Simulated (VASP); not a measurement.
## Zr: band structure with r2SCAN

Zr:

```
Zr
1.0
     3.23200    0.00000    0.00000
    -1.61600    2.79899    0.00000
     0.00000    0.00000    5.14700
Zr
2
Direct
  0.33465 0.67413 0.25390
  0.66535 0.32587 0.74610
```

The cell isn't the ideal one: atom 2 moved 0.06 Å.

```json
{"Program": "VASP 6.6.1", "Task": "band structure", "Functional": "r2SCAN", "Potentials or basis": "VASP PAW PBE potentials, release 64 (Zr_sv)", "Cutoff": "520 eV", "k mesh": "7 × 7 × 4", "Occupations": "fermi-dirac, width 0.05 eV", "Spin": "no spin polarisation", "Further INCAR settings": "ALGO = Normal; EDIFF = 1e-06; NBANDS = 19"}
```

| Item | Value |
| --- | --- |
| Pressure | 1.1 GPa |
| Largest force | 0.134 eV/Å |
| Band gap along the path | none (metal or under the smearing width) |

Forces in eV/Å, atoms in the order of the input:
```
Zr   0.009 -0.015 -0.133
Zr  -0.009  0.015  0.133
```

Stress tensor (GPa, compression positive):
```
0.52 0.21 0.00
0.21 1.75 0.00
0.00 0.00 1.00
```

Levels at the corners of the path, in eV from the Fermi level:
```
point  band 8  band 9  band 10  band 11  band 12  band 13  band 14  band 15  band 16  band 17
    Γ  -27.44   -6.10    -3.29     0.86     0.86     0.90     1.12     1.58     1.67     2.22
    M  -27.55   -2.80    -2.75    -2.36    -0.46     0.59     0.79     1.50     5.09     5.47
    M  -27.55   -2.80    -2.75    -2.36    -0.46     0.59     0.79     1.50     5.09     5.47
    K  -27.84   -2.28    -1.59    -1.59    -1.34     0.18     0.31     1.89     4.40     4.48
    K  -27.84   -2.28    -1.59    -1.59    -1.34     0.18     0.31     1.89     4.40     4.48
    Γ  -27.44   -6.10    -3.29     0.86     0.86     0.90     1.12     1.58     1.67     2.22
    Γ  -27.44   -6.10    -3.29     0.86     0.86     0.90     1.12     1.58     1.67     2.22
    A  -27.51   -4.31    -4.29    -0.23     0.10     0.77     0.79     0.81     0.83     4.05
    A  -27.51   -4.31    -4.29    -0.23     0.10     0.77     0.79     0.81     0.83     4.05
    L  -27.66   -3.12    -3.07    -1.26    -1.12     1.47     1.51     2.23     2.45     5.29
    L  -27.66   -3.12    -3.07    -1.26    -1.12     1.47     1.51     2.23     2.45     5.29
    H  -27.61   -1.55    -1.55    -1.54    -1.41    -0.22    -0.22     2.06     2.27     4.53
    H  -27.61   -1.55    -1.55    -1.54    -1.41    -0.22    -0.22     2.06     2.27     4.53
    A  -27.51   -4.31    -4.29    -0.23     0.10     0.77     0.79     0.81     0.83     4.05
    L  -27.66   -3.12    -3.07    -1.26    -1.12     1.47     1.51     2.23     2.45     5.29
    M  -27.55   -2.80    -2.75    -2.36    -0.46     0.59     0.79     1.50     5.09     5.47
    K  -27.84   -2.28    -1.59    -1.59    -1.34     0.18     0.31     1.89     4.40     4.48
    H  -27.61   -1.55    -1.55    -1.54    -1.41    -0.22    -0.22     2.06     2.27     4.53
```

Run time: 12 min on 1 thread of AMD EPYC 7R43 64-Core Processor (Zen 3), with other jobs on the host, peak memory 0.21 GiB.

Caveat: the PAW data sets were made with another functional, which shifts forces and pressure a little.
